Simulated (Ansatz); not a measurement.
The cell is CdSe (rocksalt); cell and atoms were relaxed with r2SCAN. The symmetry is Fm-3m (No. 225, cubic); conventional cell a = 5.686 Å, 22.98 Å³ an atom. Cd is surrounded by 6 Se at 2.84 Å; Se is surrounded by 6 Cd at 2.84 Å.

```
Cd Se
1.0
     0.00000    2.84295    2.84295
     2.84295    0.00000    2.84295
     2.84295    2.84295    0.00000
Cd Se
1 1
Direct
  0.00000 0.00000 0.00000
  0.50000 0.50000 0.50000
```

3 runs of the PAW code Ansatz on this cell differ in the functional (and in the settings that go with it). Levels are in eV from each run's valence top; v1 is the last filled band, c1 the first empty one.

Run A, mean stress +1.7 GPa (compression positive):
```tsv
point	v5	v3	v1	c1	c2	c3
Γ	-7.96	-0.66	-0.66	0.22	8.69	8.69
X	-7.76	-4.27	-2.16	-0.44	5.44	9.91
U	-7.78	-3.71	-1.46	1.51	6.28	8.25
L	-7.81	-5.08	-0.04	3.00	5.26	5.26
```

Run B, mean stress -4.3 GPa (compression positive):
```tsv
point	v5	v3	v1	c1	c2	c3
Γ	-7.95	-0.68	-0.68	-0.05	8.68	8.68
X	-7.74	-4.32	-2.19	-0.68	5.39	9.72
U	-7.77	-3.80	-1.48	1.33	6.19	8.10
L	-7.80	-5.16	-0.03	2.84	5.13	5.13
```

Run C, mean stress 0.0 GPa (compression positive):
```tsv
point	v5	v3	v1	c1	c2	c3
Γ	-8.25	-0.66	-0.66	0.86	9.22	9.22
X	-8.05	-4.30	-2.17	0.03	5.87	10.75
U	-8.08	-3.74	-1.46	1.96	6.79	8.94
L	-8.10	-5.09	-0.04	3.58	5.83	5.83
```

Question: Match the runs to LDA, PBE, r2SCAN.

Answer: A is PBE, B is LDA, C is r2SCAN. In order of the gap: LDA none (overlap 0.68), PBE none (overlap 0.44), r2SCAN 0.03 eV. The stress vanishes for r2SCAN, which relaxed the cell.

Values at 0 K without nuclear motion; spin polarisation is off, and the phase may be a hypothetical one.

The runs are scalar-relativistic, without spin-orbit coupling.

Where bands overlap, v1 and c1 are numbered by the electron count and aren't everywhere filled or empty.

Where bands overlap the cell is a metal at that level, and these k meshes limit energies, forces and stress.
